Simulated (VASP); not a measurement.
# Hf (Im-3m) in VASP: notebook

The runs below take Hf through relaxation of cell and atoms, with PBEsol.

All numbers are computed with VASP 6.6.1; they aren't measurements. Logs are shortened: lines on timing, memory, paths and dates and some standing lists are left out, and cuts for length are marked.

### Step 1. The crystal as given

Symmetry: Im-3m, No. 229, cubic system. The conventional cell has a = 3.089 Å, b = 3.089 Å, c = 3.089 Å, α = 90.00°, β = 90.00°, γ = 90.00°. Hf (site symmetry m-3m) is surrounded by 8 Hf at 2.68 Å.

This isn't the form of Hf at room conditions, which is hcp.

### Step 2. Relaxation of cell and atoms, PBEsol, target pressure 75 GPa, at which the enthalpy is minimised

INCAR reads:

```
SYSTEM = Hf
ALGO = Normal
EDIFF = 1E-7
EDIFFG = -0.002
ENCUT = 520
GGA = PS
IBRION = 2
ISIF = 3
ISMEAR = 0
LASPH = .True.
LCHARG = .False.
LREAL = .False.
LWAVE = .False.
NELM = 60
NSW = 80
PREC = Accurate
PSTRESS = 750.0
SIGMA = 0.1
```

KPOINTS reads:

```
k-points
0
Gamma
  6 6 6
  0 0 0
```

POSCAR reads:

```
Hf                                      
1.0
   -1.5446144850      1.5446144850      1.5446144850
    1.5446144850     -1.5446144850      1.5446144850
    1.5446144850      1.5446144850     -1.5446144850
  Hf            
     1
Direct
     0.0000000000000000    0.0000000000000000    0.0000000000000000
```

Potentials or basis: VASP PAW PBE potentials, release 64 (Hf_pv).

Launch:

```
> cat potpaw_PBE.64/Hf_pv/POTCAR > POTCAR
> mpirun -np 1 vasp_std > vasp.out
```

OUTCAR:

```text
SYSTEM = Hf
   EDIFF = 1E-7
   EDIFFG = -0.002
   ENCUT = 520
   GGA = PS
   IBRION = 2
   ISIF = 3
   ISMEAR = 0
   LASPH = .True.
   LREAL = .False.
   NELM = 60
   NSW = 80
   PREC = Accurate
   PSTRESS = 750.0

 ion  position               nearest neighbor table
   1  0.000  0.000  0.000-

  LATTYP: Found a body centered cubic cell.
 ALAT       =     3.0892289700

  Lattice vectors:

 A1 = (  -1.5446144850,   1.5446144850,   1.5446144850)
 A2 = (   1.5446144850,  -1.5446144850,   1.5446144850)
 A3 = (   1.5446144850,   1.5446144850,  -1.5446144850)

Analysis of symmetry for initial positions (statically):
=====================================================================
 Subroutine PRICEL returns:
 Original cell was already a primitive cell.

 Routine SETGRP: Setting up the symmetry group for a
 body centered cubic supercell.

 Subroutine GETGRP returns: Found 48 space group operations
 (whereof 48 operations were pure point group operations)
 out of a pool of 48 trial point group operations.

The static configuration has the point symmetry O_h .

Analysis of symmetry for dynamics (positions and initial velocities):
=====================================================================
 Subroutine PRICEL returns:
 Original cell was already a primitive cell.

 Routine SETGRP: Setting up the symmetry group for a
 body centered cubic supercell.

 Subroutine GETGRP returns: Found 48 space group operations
 (whereof 48 operations were pure point group operations)
 out of a pool of 48 trial point group operations.

The dynamic configuration has the point symmetry O_h .

 Subroutine INISYM returns: Found 48 space group operations
 (whereof 48 operations are pure point group operations),
 and found     1 'primitive' translations

----------------------------------------------------------------------------------------

                                     Primitive cell

  volume of cell :      14.7408

  direct lattice vectors                    reciprocal lattice vectors
    -1.544614485  1.544614485  1.544614485     0.000000000  0.323705368  0.323705368
     1.544614485 -1.544614485  1.544614485     0.323705368  0.000000000  0.323705368
     1.544614485  1.544614485 -1.544614485     0.323705368  0.323705368  0.000000000

  length of vectors
     2.675350766  2.675350766  2.675350766     0.457788521  0.457788521  0.457788521

  position of ions in fractional coordinates (direct lattice)
     0.000000000  0.000000000  0.000000000

  ion indices of the primitive-cell ions
   primitive index   ion index
                 1           1

----------------------------------------------------------------------------------------

 KPOINTS: k-points

Automatic generation of k-mesh.
 Grid dimensions read from file:
 generate k-points for:    6    6    6

 Generating k-lattice:

  Cartesian coordinates                     Fractional coordinates (reciprocal lattice)
     0.000000000  0.053950895  0.053950895     0.166666667  0.000000000  0.000000000
     0.053950895  0.000000000  0.053950895     0.000000000  0.166666667  0.000000000
     0.053950895  0.053950895  0.000000000     0.000000000  0.000000000  0.166666667

  Length of vectors
     0.076298087  0.076298087  0.076298087

  Shift w.r.t. Gamma in fractional coordinates (k-lattice)
     0.000000000  0.000000000  0.000000000

 Subroutine IBZKPT returns following result:
 ===========================================

 Found     16 irreducible k-points:

 Following reciprocal coordinates:
            Coordinates               Weight
  0.000000  0.000000  0.000000      1.000000
  0.166667  0.000000  0.000000     12.000000
  0.333333  0.000000  0.000000     12.000000
  0.500000  0.000000  0.000000      6.000000
  0.166667  0.166667  0.000000     24.000000
  0.333333  0.166667  0.000000     48.000000
[... 8 lines left out ...]
  0.500000  0.500000  0.333333     12.000000
  0.500000  0.500000  0.500000      1.000000
   k-points           NKPTS =     16   k-points in BZ     NKDIM =     16   number of bands    NBANDS=      9
   number of dos      NEDOS =    301   number of ions     NIONS =      1
   total plane-waves  NPLWV =   8000
   dimension x,y,z NGX =    20 NGY =   20 NGZ =   20
   dimension x,y,z NGXF=    40 NGYF=   40 NGZF=   40
   ions per type =               1
   NGX,Y,Z   is equivalent  to a cutoff of  12.43, 12.43, 12.43 a.u.
   NGXF,Y,Z  is equivalent  to a cutoff of  24.86, 24.86, 24.86 a.u.
 SYSTEM =  Hf
   PREC   = accura    normal or accurate (medium, high low for compatibility)
   ISTART =      0    job   : 0-new  1-cont  2-samecut
   ICHARG =      2    charge: 1-file 2-atom 10-const
   ISPIN  =      1    spin polarized calculation?
   LNONCOLLINEAR =      F non collinear calculations
   LSORBIT =      F    spin-orbit coupling
   LASPH  =      T    aspherical Exc in radial PAW
   ENCUT  =  520.0 eV  38.22 Ry    6.18 a.u.   4.97  4.97  4.97*2*pi/ulx,y,z
   NELM   =     60;   NELMIN=  2; NELMDL= -5     # of ELM steps
   EDIFF  = 0.1E-06   stopping-criterion for ELM
   LREAL  =      F    real-space projection
   EDIFFG = -.2E-02   stopping-criterion for IOM
   NSW    =     80    number of steps for IOM
   IBRION =      2    ionic relax: 0-MD 1-quasi-New 2-CG
   NFREE  =      1    steps in history (QN), initial steepest desc. (CG)
   ISIF   =      3    stress and relaxation
   ISYM   =      2    0-nonsym 1-usesym 2-fastsym
   POTIM  = 0.5000    time-step for ionic-motion
   TEBEG  =    0.0;   TEEND  =   0.0 temperature during run
   PSTRESS=  750.0 pullay stress
   NELECT =      10.0000    total number of electrons
   NUPDOWN=      -1.0000    fix difference up-down
   EMIN   =  10.00;   EMAX   =-10.00  energy-range for DOS
   EFERMI =   0.00;   METHOD = LEGACY
   ISMEAR =     0;   SIGMA  =   0.10  broadening in eV -4-tet -1-fermi 0-gaus
   EFERMI_NEDOS =   21; number of points for ismear=-14 and -15
   IALGO  =     38    algorithm
   IMIX   =      4    mixing-type and parameters
     AMIX     =   0.40;   BMIX     =  1.00
     AMIX_MAG =   1.60;   BMIX_MAG =  1.00
  volume/ion in A,a.u.               =      14.74        99.48
  Fermi-wavevector in a.u.,A,eV,Ry     =   1.438472  2.718318 28.153196  2.069202
  Thomas-Fermi vector in A             =   2.557435
   LORBIT       =      0    0 simple, 1 ext, 2 COOP (PROOUT), +10 PAW based schemes
   GGA     = PS    functional components
   LHFCALC =     F    Hartree Fock is set to
   AEXX    =    0.0000 exact exchange contribution
   IVDW    =     0    specifies the selected vdW correction
   LEPSILON=     F    determine dielectric tensor
   LRPA    =     F    only Hartree local field effects (RPA)
 conjugate gradient relaxation of ions
 non-spin polarized calculation
 Gauss-broadening in eV      SIGMA  =   0.10
  energy-cutoff  :      520.00
  volume of cell :       14.74
 maximum number of plane-waves:       404
   NGX =  9   NGY =  9   NGZ =  9

 number of electron      10.0000002 magnetization

 Free energy of the ion-electron system (eV)
  ---------------------------------------------------
  ext. energy  EPLUGINS =         0.00000000
  ---------------------------------------------------
  free energy    TOTEN  =        -9.23139866 eV

  energy without entropy =       -9.22507535  energy(sigma->0) =       -9.22823701

 E-fermi :   7.5768     XC(G=0): -13.4543

 val. band max:        7.5552109708   @ k =   0.1667   0.1667   0.0000
 cond. band min:       7.7340940445   @ k =   0.5000   0.5000   0.1667
 fundamental gap:      0.1788830738
 Fermi energy:         7.5767908829

 k-point     1 :       0.0000    0.0000    0.0000
  band No.  band energies     occupation
      1     -20.5379      2.00000
      2     -20.5379      2.00000
      3     -20.5379      2.00000
      4      -0.4261      2.00000
      5       9.2718      0.00000
      6       9.2718      0.00000
      7       9.2718      0.00000
      8      13.4548      0.00000
      9      13.4548      0.00000

 k-point     2 :       0.1667    0.0000    0.0000
  band No.  band energies     occupation
      1     -21.3780      2.00000
      2     -20.7740      2.00000
      3     -20.5505      2.00000
      4       1.1649      2.00000
      5       8.2112      0.00000
      6       8.6499      0.00000
      7      10.9656      0.00000
      8      12.4547      0.00000
      9      13.4422      0.00000

 k-point     3 :       0.3333    0.0000    0.0000
  band No.  band energies     occupation
      1     -22.8268      2.00000
      2     -21.2181      2.00000
      3     -20.5767      2.00000
      4       2.9000      2.00000
      5       6.6311      2.00000
      6       8.8928      0.00000
      7      13.4882      0.00000
      8      14.1347      0.00000
      9      15.5094      0.00000

 k-point     4 :       0.5000    0.0000    0.0000
  band No.  band energies     occupation
      1     -23.4687      2.00000
      2     -21.4278      2.00000
      3     -20.5903      2.00000
      4       2.6378      2.00000
      5       5.9953      2.00000
      6      11.4871      0.00000
      7      13.7123      0.00000
      8      15.1767      0.00000
      9      19.6745      0.00000
[... 109 lines left out ...]
 k-point    14 :      -0.3333    0.3333    0.3333
  band No.  band energies     occupation
      1     -22.5061      2.00000
      2     -21.9974      2.00000
      3     -21.9974      2.00000
      4       4.2849      2.00000
      5       4.9925      2.00000
      6      11.8731      0.00000
      7      11.8731      0.00000
      8      14.8434      0.00000
      9      15.2633      0.00000

 k-point    15 :       0.5000    0.5000    0.3333
  band No.  band energies     occupation
      1     -22.7442      2.00000
      2     -22.2346      2.00000
      3     -22.0531      2.00000
      4       3.5634      2.00000
      5       4.0833      2.00000
      6      12.4193      0.00000
      7      12.4763      0.00000
      8      18.4330      0.00000
      9      19.4004      0.00000

 k-point    16 :       0.5000    0.5000    0.5000
  band No.  band energies     occupation
      1     -22.4794      2.00000
      2     -22.4794      2.00000
      3     -22.4794      2.00000
      4       2.6508      2.00000
      5       2.6508      2.00000
      6      18.0706      0.00000
      7      18.0706      0.00000
      8      18.0706      0.00000
      9      19.2937      0.00000

------------------------ aborting loop because EDIFF is reached ----------------------------------------

  FORCE on cell =-STRESS in cart. coord.  units (eV):
  Direction    XX          YY          ZZ          XY          YZ          ZX
  --------------------------------------------------------------------------------------
  -------------------------------------------------------------------------------------
  Total        6.8998648      6.8998648      6.8998648     -0.0000000     -0.0000000      0.0000000
  in kB      749.9475024    749.9475024    749.9475024     -0.0000000     -0.0000000      0.0000000
  external PRESSURE =      -0.0524976 kB  Pullay stress =     750.0000000 kB

 VOLUME and BASIS-vectors are now :
 -----------------------------------------------------------------------------
  energy-cutoff  :      520.00
  volume of cell :       14.74
      direct lattice vectors                 reciprocal lattice vectors
    -1.544614485  1.544614485  1.544614485     0.000000000  0.323705368  0.323705368
     1.544614485 -1.544614485  1.544614485     0.323705368  0.000000000  0.323705368
     1.544614485  1.544614485 -1.544614485     0.323705368  0.323705368  0.000000000

 POSITION                                       TOTAL-FORCE (eV/Angst)
 -----------------------------------------------------------------------------------
      0.00000      0.00000      0.00000        -0.000000     -0.000000      0.000000
 -----------------------------------------------------------------------------------
    total drift:                               -0.000000     -0.000000      0.000000

  FREE ENERGIE OF THE ION-ELECTRON SYSTEM (eV)
  ---------------------------------------------------
  free  energy   TOTEN  =        -9.2313986648 eV

  energy  without entropy=       -9.2250753505  energy(sigma->0) =       -9.22823701

  enthalpy is  TOTEN    =        -2.3310508513 eV   P V=        6.9003478135

 reached required accuracy - stopping structural energy minimisation
```

Wall time 3.1 s (1 thread of AMD EPYC 7R13 (Zen 3), shared host); peak memory 0.09 GiB.

Results:

| Quantity | Value |
| --- | --- |
| Free energy | -9.2314 eV |
| Pressure after relaxing | 75.0 GPa |
| Band gap on the k mesh | none (metal or under the smearing width) |

Final structure:
```
CELL_PARAMETERS angstrom
-1.54461 1.54461 1.54461
1.54461 -1.54461 1.54461
1.54461 1.54461 -1.54461
ATOMIC_POSITIONS crystal
Hf 0.00000 0.00000 0.00000
```

Caveat: the k mesh is coarse (spacing up to 0.48 Å⁻¹), so the values aren't converged; the relaxation stopped at its first step, so nothing moved; the cell is relaxed towards a set pressure, so the enthalpy falls and the energy may rise; the PAW data sets were made with another functional, which shifts forces and pressure a little. Spin-orbit coupling is left out, which matters for the levels of Hf.

### Step 3. Relaxation of cell and atoms, PBEsol, target pressure 12 GPa, at which the enthalpy is minimised

This run uses another cell than the first one, of 17.29 Å³/atom, 1.173 times its volume.

INCAR, as its differences from that of step 2:

```diff
@@ -16,3 +16,3 @@
 PREC = Accurate
-PSTRESS = 750.0
+PSTRESS = 120.0
 SIGMA = 0.1
```

KPOINTS is that of step 2.

POSCAR reads:

```
Hf                                      
1.0
   -1.6290204393      1.6290204393      1.6290204393
    1.6290204393     -1.6290204393      1.6290204393
    1.6290204393      1.6290204393     -1.6290204393
  Hf            
     1
Direct
     0.0000000000000000    0.0000000000000000    0.0000000000000000
```

Potentials or basis: VASP PAW PBE potentials, release 64 (Hf_pv).

Launch:

```
> cat potpaw_PBE.64/Hf_pv/POTCAR > POTCAR
> mpirun -np 1 vasp_std > vasp.out
```

OUTCAR:

```text
SYSTEM = Hf
   EDIFF = 1E-7
   EDIFFG = -0.002
   ENCUT = 520
   GGA = PS
   IBRION = 2
   ISIF = 3
   ISMEAR = 0
   LASPH = .True.
   LREAL = .False.
   NELM = 60
   NSW = 80
   PREC = Accurate
   PSTRESS = 120.0

 ion  position               nearest neighbor table
   1  0.000  0.000  0.000-

  LATTYP: Found a body centered cubic cell.
 ALAT       =     3.2580408786

  Lattice vectors:

 A1 = (  -1.6290204393,   1.6290204393,   1.6290204393)
 A2 = (   1.6290204393,  -1.6290204393,   1.6290204393)
 A3 = (   1.6290204393,   1.6290204393,  -1.6290204393)

Analysis of symmetry for initial positions (statically):
[... 175 lines left out ...]
  external PRESSURE =     180.1112463 kB  Pullay stress =     120.0000000 kB
[... 94 lines left out ...]
  energy  without entropy=      -10.2507209450  energy(sigma->0) =      -10.25270024

  enthalpy is  TOTEN    =        -8.8181085630 eV   P V=        1.4365709692

[... ionic steps 4 to 16 ...]

--------------------------------------- Ionic step       17  -------------------------------------------

 number of electron       9.9999999 magnetization

------------------------ aborting loop because EDIFF is reached ----------------------------------------
[... 69 lines left out ...]
--------------------------------------- Ionic step       19  -------------------------------------------

 number of electron       9.9999999 magnetization

 Free energy of the ion-electron system (eV)
  ---------------------------------------------------
  ext. energy  EPLUGINS =         0.00000000
  ---------------------------------------------------
  free energy    TOTEN  =       -10.24556720 eV

  energy without entropy =      -10.24174380  energy(sigma->0) =      -10.24365550

 E-fermi :   5.6368     XC(G=0): -12.1445

 val. band max:        5.4462240888   @ k =   0.1667   0.1667   0.0000
 cond. band min:       5.7238545045   @ k =   0.1667   0.1667   0.0000
 fundamental gap:      0.2776304157
 Fermi energy:         5.6367996680

 k-point     1 :       0.0000    0.0000    0.0000
  band No.  band energies     occupation
      1     -23.6057      2.00000
      2     -23.6057      2.00000
      3     -23.6057      2.00000
      4      -1.9858      2.00000
      5       7.1584      0.00000
      6       7.1584      0.00000
      7       7.1584      0.00000
      8      10.4470      0.00000
      9      10.4470      0.00000
[... 210 lines left out ...]
  energy  without entropy=      -10.2417438023  energy(sigma->0) =      -10.24365550

  enthalpy is  TOTEN    =        -8.8185080659 eV   P V=        1.4270591382

 reached required accuracy - stopping structural energy minimisation
```

OSZICAR:

```text
N       E                     dE             d eps       ncg     rms          rms(c)
DAV:   1     0.876069260178E+01    0.87607E+01   -0.63162E+03   288   0.108E+03
DAV:   2    -0.100477993025E+02   -0.18808E+02   -0.17961E+02   439   0.140E+02
DAV:   3    -0.102731925715E+02   -0.22539E+00   -0.22357E+00   315   0.125E+01
DAV:   4    -0.102738669252E+02   -0.67435E-03   -0.67426E-03   374   0.739E-01
[... 109 lines left out ...]
       N       E                     dE             d eps       ncg     rms          rms(c)
DAV:   1    -0.102455795991E+02    0.74150E-03   -0.31890E-04   288   0.168E-01    0.339E-02
DAV:   2    -0.102455700676E+02    0.95314E-05   -0.12581E-05   290   0.348E-02    0.137E-02
DAV:   3    -0.102455671414E+02    0.29262E-05   -0.91060E-06   290   0.262E-02    0.828E-03
DAV:   4    -0.102455672040E+02   -0.62608E-07   -0.83432E-08   209   0.302E-03
  19 F= -.88185081E+01 E0= -.88165964E+01  d E =-.892064E-05
```

Wall time 26 s (1 thread of AMD EPYC 7R13 (Zen 3), shared host); peak memory 0.12 GiB.

Results:

```
Free energy                                            : -10.2456 eV
Relaxed volume                                         : 19.05 Å³/atom
Relaxed cell                                           : a = 2.914 Å, b = 2.914 Å, c = 2.914 Å, α = 109.47°, β = 109.47°, γ = 109.47°
Space group after relaxing (to 0.05 Å)                 : Im-3m (No. 229)
Energy change on relaxing (the enthalpy is what falls) : -224.5 meV/atom
Ionic steps                                            : 19
Pressure after relaxing                                : 12.0 GPa
Band gap on the k mesh                                 : none (metal or under the smearing width)
```

The path:
```tsv
step	energy change (eV)	largest force (eV/Å)	pressure (GPa)	volume (Å³)
1	0.0000	0.0000	30.01	17.29
2	-0.2614	0.0000	-6.17	22.63
3	-0.2336	0.0000	11.01	19.18
4	-0.2256	0.0000	11.88	19.07
5	-0.2229	0.0000	12.17	19.03
6	-0.2229	0.0000	12.18	19.03
7	-0.2230	0.0000	12.16	19.03
8	-0.2230	0.0000	12.16	19.03
9	-0.2230	0.0000	12.16	19.03
10	-0.2230	0.0000	12.16	19.03
11	-0.2230	0.0000	12.16	19.03
12	-0.2231	0.0000	12.16	19.03
13	-0.2231	0.0000	12.16	19.03
14	-0.2232	0.0000	12.16	19.04
15	-0.2233	0.0000	12.13	19.04
16	-0.2236	0.0000	12.10	19.04
17	-0.2241	0.0000	12.04	19.05
18	-0.2253	0.0000	11.92	19.06
19	-0.2245	0.0000	11.99	19.05
```

Final structure:
```
Hf
1.0
    -1.68256    1.68256    1.68256
     1.68256   -1.68256    1.68256
     1.68256    1.68256   -1.68256
Hf
1
Direct
  0.00000 0.00000 0.00000
```

Caveat: the k mesh is coarse (spacing up to 0.45 Å⁻¹), so the values aren't converged; the cell is relaxed towards a set pressure, so the enthalpy falls and the energy may rise; the PAW data sets were made with another functional, which shifts forces and pressure a little.

[end of part 1 of 2]
